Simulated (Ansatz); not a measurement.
Working through a dry run that shows the plan of K, space group I4_1/amd

Computed with Ansatz 0.2.0 through its Python package.

Run as a notebook:

```python
from dataclasses import dataclass
import warnings

import ansatz as az
```

```python
@dataclass(frozen=True)
class RunConfig:
    k_density: float = 3.1
    occupations: str = "fermi_dirac"
    sigma: float = 0.1
    scf_tol: float = 1e-07
    xc: str = "PBEsol"
    vdw: str = "d3bj"
```

```python
opts = RunConfig()

warnings.simplefilter("ignore", az.DeckWarning)
```

```python
xtal = (
    az.Lattice.from_parameters(4.416218, 4.416218, 16.091736, alpha=90, beta=90, gamma=90)
    .space_group(141, hermann_mauguin="I41/amd", origin_choice=1)
    .atom("K", (0.5, 0.0, 0.25))
    .primitive()
)
```

```python
setup = (
    xtal.calculation()
    .pseudopotentials("paw")
    .kpoints(density=opts.k_density)
    .occupations(opts.occupations, width=opts.sigma)
    .scf(tolerance=opts.scf_tol)
    .functional(opts.xc, dispersion=opts.vdw)
)
session = setup.session()
print("features:", ", ".join(session.active_features))
print("SCF threshold (eV):", session.dr2_threshold)
planned = session.plan(dry_run=True)
told = planned.describe()
for name in ("ecut_ev", "ecutrho_ev", "n_bands", "nominal_top_band", "n_pw_range", "fft_dense", "fft_smooth", "n_sym_ops", "cell_volume_ang3"):
    print(f"{name:18s} {told[name]}")
for notice in planned.prep()["deck_notices"]:
    print("resolved:", notice["kind"])
```

    features: AnyPaw, Paw, PbeFamilyXc, PairwiseDispersion, GeneratedGeometry, FractionalOccupations
    SCF threshold (eV): 1e-07
    ecut_ev            420.0
    ecutrho_ev         1680.0
    n_bands            13
    nominal_top_band   9
    n_pw_range         [3047, 3099]
    fft_dense          [30, 30, 60]
    fft_smooth         [30, 30, 60]
    n_sym_ops          16
    cell_volume_ang3   156.91841414012617
    resolved: crystallographic_orbits
    resolved: space_group_sites
    resolved: cutoff_auto_derived
    resolved: cutoff_auto_derived
    resolved: fft_grid_basis_resolved
    resolved: n_bands_auto_derived
    resolved: mixing_algorithm_auto_resolved
    resolved: check_enabled

The structure comes from a database and needn't be a stable phase.
